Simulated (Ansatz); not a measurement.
Runs of Ansatz 0.2.0 on Bi2Se3 (Paraguanajuatite). Symmetry: R-3m, No. 166, trigonal system. The conventional cell has a = 4.143 Å, b = 4.143 Å, c = 28.636 Å, α = 90.00°, β = 90.00°, γ = 120.00°. Bi (site symmetry 3m) is surrounded by 6 Se at 2.85 to 3.07 Å. Se (site symmetry 3m) is surrounded by 3 Bi at 2.85 Å. Se (site symmetry -3m) is surrounded by 6 Bi at 3.07 Å. 

```csv
task,level,potentials or basis,cell,cutoff (eV),gap on the mesh (eV),pressure (GPa),relaxed volume (Å³/atom)
relaxation of cell and atoms,exchange-only PBE,Ansatz PAW,relaxed,420,0.73,0.0,42.31
relaxation of cell and atoms,LDA,Ansatz PAW,relaxed,420,-,0.0,27.13
relaxation of cell and atoms,r2SCAN+D3(BJ),Ansatz PAW,relaxed,500,(a),0.0,29.01
relaxation of cell and atoms,RPBE,Ansatz PAW,relaxed,420,(b),0.0,37.20
```

Alike in all rows: no spin polarisation; k mesh 8 × 8 × 8; smearing fermi-dirac 0.05 eV.

Fill in the values left out.

(a) 0.63; (b) 0.91.

Caveats: the plane-wave basis is chosen anew once the cell has moved, so the energies of steps on either side of that aren't comparable; the PAW data sets come from PBE, with cores solved anew for the run's functional, which leaves a small shift of forces and pressure; spin-orbit coupling is left out, which as a rule narrows the gap of such compounds by several tenths of an eV (some runs); the volume moved by over 15 % at a fixed basis, so the end points are rough (some runs); the volume moved by +49 % from the deposited cell, more than functionals usually miss (some runs); spin-orbit coupling is left out, which moves the levels of the heavy elements (some runs); the dispersion damping was fitted for another functional or another form of the correction (some runs).

A k mesh can miss the band edges, and the runs leave out spin-orbit coupling on Bi, Se.
